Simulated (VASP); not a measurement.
## KMgF3: single point with PBEsol

KMgF3:

```
K Mg F
1.0
     3.98590    0.00000    0.00000
     0.00000    3.98590    0.00000
     0.00000    0.00000    4.30477
K Mg F
1 1 3
Direct
  0.50000 0.50000 0.50000
  0.00000 0.00000 0.00000
  0.50000 0.00000 0.00000
  0.00000 0.50000 0.00000
  0.00000 0.00000 0.50000
```

The cell isn't the ideal one: strain +0.000 along x and y, +0.080 along z, atoms carried along.

* Program: VASP 6.6.1
* Task: single point
* Functional: PBEsol
* Potentials or basis: VASP PAW PBE potentials, release 64 (K_sv, Mg, F)
* Cutoff: 520 eV
* k mesh: 6 × 6 × 6
* Occupations: gaussian, width 0.05 eV
* Spin: no spin polarisation

| Property | Result |
| --- | --- |
| Pressure | -4.3 GPa |
| Band gap on the k mesh | 6.54 eV, indirect (least direct gap 6.87 eV) |

Stress tensor (GPa, compression positive):
```
-2.74  0.00  0.00
 0.00 -2.74  0.00
 0.00  0.00 -7.50
```

Levels at points of the mesh, in eV from the valence-band top:
```
           k point  band 12  band 13  band 14  band 15  band 16  band 17  band 18  band 19  band 20  band 21
(0.00, 0.00, 0.00)    -0.55    -0.55    -0.34    -0.32    -0.32     6.54     9.68     9.97    11.78    11.78
(0.50, 0.00, 0.00)    -0.99    -0.91    -0.77    -0.50    -0.49     9.55     9.55    10.96    11.97    12.46
(0.50, 0.50, 0.00)    -1.13    -1.13    -0.65    -0.65    -0.01    10.36    11.39    11.91    11.91    12.05
(0.00, 0.00, 0.50)    -0.85    -0.58    -0.58    -0.54    -0.54     9.25     9.39    10.46    12.38    12.38
(0.50, 0.00, 0.50)    -1.02    -1.01    -0.99    -0.76    -0.09    10.24    11.05    11.49    11.73    12.52
(0.50, 0.50, 0.50)    -1.21    -0.96    -0.04    -0.04     0.00     9.94     9.97     9.97    12.79    13.94
```

Run time: 52 s on 1 thread of Intel(R) Xeon(R) Platinum 8488C (Sapphire Rapids) (shared host), peak memory 0.2 GiB.

Caveat: the PAW data sets were made with another functional, which shifts forces and pressure a little. A k mesh can miss the band edges.
